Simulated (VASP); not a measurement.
Set up this calculation in VASP 6.6.1, as the native input.

| Item | Value |
| --- | --- |
| Task | relaxation of cell and atoms |
| Functional | LDA |
| Potentials or basis | VASP PAW LDA potentials, release 64 (Al) |
| Cutoff | 350 eV |
| k mesh | 10 × 10 × 10 |
| Occupations | gaussian, width 0.1 eV |
| Spin | no spin polarisation |
| Further INCAR settings | ALGO = Normal; EDIFF = 1e-07; IBRION = 2; EDIFFG = -0.002; NSW = 80; ISIF = 3 |

The structure of Al lies in POSCAR:

```
Al
1.0
    0.0000000000      2.0248050000      2.0248050000
    2.0248050000      0.0000000000      2.0248050000
    2.0248050000      2.0248050000      0.0000000000
Al
1
Direct
    0.0000000000      0.0000000000      0.0000000000
```

One way to write it, as run:

INCAR

```
PREC = Accurate
ENCUT = 350
EDIFF = 1E-7
ISMEAR = 0
SIGMA = 0.1
LREAL = F
LASPH = T
NELM = 80
ALGO = Normal
ISIF = 3
LWAVE = F
LCHARG = F
IBRION = 2
NSW = 80
EDIFFG = -0.002
```

KPOINTS

```
Automatic mesh
0
Gamma
  10 10 10
```

Potentials or basis: VASP PAW LDA potentials, release 64 (Al).

Launch:

```console
$ cat potpaw_LDA.64/Al/POTCAR > POTCAR
$ mpirun -np 1 vasp_std > vasp.out
```

It gave:

```json
{
  "Relaxed volume": "15.75 Å³/atom",
  "Relaxed cell": "a = 2.814 Å, b = 2.814 Å, c = 2.814 Å, α = 60.00°, β = 60.00°, γ = 60.00°",
  "Space group after relaxing (to 0.05 Å)": "Fm-3m (No. 225)",
  "Energy gained by relaxing": "10.0 meV/atom",
  "Ionic steps": "3",
  "Pressure after relaxing": "0.0 GPa",
  "Band gap on the k mesh": "none (metal or under the smearing width)"
}
```

Run time: 3.3 s on 1 thread of Intel(R) Xeon(R) Platinum 8259CL CPU @ 2.50GHz (Skylake/Cascade Lake), on a shared host, peak memory 0.11 GiB.
